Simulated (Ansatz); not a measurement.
# ZnTe: biaxial strain −2.35 %, plane normal [111], relaxed out of plane

Start from ZnTe in the zinc blende structure (space group F-43m, No. 216; a = 6.1791 Å). Axes: x, y, z lie along the cube axes.

The change: biaxial strain −2.35 %, plane normal [111], relaxed out of plane (Cartesian); in-plane vectors clamped, the third vector and the atoms free.

The values are results of PBE, PAW, 420 eV (Ansatz, a first-principles code; no SOC), not measurements. Γ-centred 9×9×9 mesh, Fermi–Dirac width 0.05 eV.

The space group goes from F-43m (No. 216) to R3m (No. 160) and the shortest interatomic distance falls by 0.0362 Å (2.676 Å → 2.639 Å). The energy increases by 10 meV/atom and the pressure (mean of the normal stresses, compression positive) goes from zero to 1.59 GPa. The band gap rises by 0.048 eV to 1.12 eV and the gap character is still direct at Γ. The electron mass becomes 0.078 mₑ out of plane, 0.088 mₑ in plane (at Γ) (base: 0.077 mₑ (at Γ)) and the valence-band top at Γ (three highest levels, from the VBM) goes from 0.00, 0.00, 0.00 eV to 0.00, 0.00, -0.26 eV. The valley order (the lowest conduction-band minima on the path, energy above the VBM, named in the base's zone) changes from Γ 1.08 eV; L along ⟨111⟩ 1.74 eV; a point along ⟨100⟩, about 0.9 Å⁻¹ from Γ 2.28 eV to Γ 1.12 eV; L along [1-11] 1.59 eV; L along [111] 1.99 eV; X along [100] 2.08 eV and the out-of-plane strain comes out as +1.38 %. The ratio −ε⊥/ε∥ is 0.59 and the mean in-plane stress (compression positive) comes out as +2.4 GPa.

Final structure (turned so that z lies along the plane normal):

```
ZnTe
1.0
    4.26660     0.00000     0.00000
    2.13330     3.69499     0.00000
    2.13330    -1.23166     3.61667
Te Zn
1 1
Cartesian
  4.26660   2.46332   0.92611
  0.00000   0.00000  -0.02194
```

Cost of the whole job for the changed cell (relaxation, final SCF and bands): around 50 core-seconds (rough).

Spin-orbit coupling, missing from the scalar runs, can matter with Te. Effective masses come from finite differences of ±0.01 Å⁻¹. No phonon test of stability was made. k-point labels follow each cell's own Brillouin zone.
